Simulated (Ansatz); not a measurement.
The system is Au.

```
Au
1.0
     2.74841    0.00000    0.00000
     0.00000    2.74841    0.00000
     0.00000    0.00000    2.74841
Au
1
Direct
  0.50000 0.50000 0.50000
```

The cell was built by a generator and needn't be a form met in nature.

* Program: Ansatz 0.2.0
* Task: relaxation of cell and atoms
* Functional: PBE
* Dispersion: D4
* Potentials or basis: Ansatz PAW
* Cutoff: 420 eV (not typed: the program's choice for these potentials)
* k mesh: 10 × 10 × 10
* Occupations: fermi-dirac, width 0.05 eV
* Spin: no spin polarisation

At the start: volume 20.76 Å³/atom.

Task: How do energy, volume and symmetry change on relaxing?

Result: It ends after 4 steps and the volume is 20.03 Å³/atom (-3.5 %); space group Pm-3m (No. 221, to 0.05 Å).

Step by step:
```
step  energy change (eV)  largest force (eV/Å)  volume (Å³)
   1              0.0000                0.0000        20.76
   2             -0.0092                0.0000        20.08
   3             -0.0093                0.0000        20.03
   4             -0.0090                0.0000        20.03
```

Final structure:
```
Au
1.0
     2.71571    0.00000    0.00000
     0.00000    2.71571    0.00000
     0.00000    0.00000    2.71571
Au
1
Direct
  0.50000 0.50000 0.50000
```

Caveat: the plane-wave basis is chosen anew once the cell has moved, so the energies of steps on either side of that aren't comparable; pairwise dispersion overbinds metals, which lowers pressure and volume.
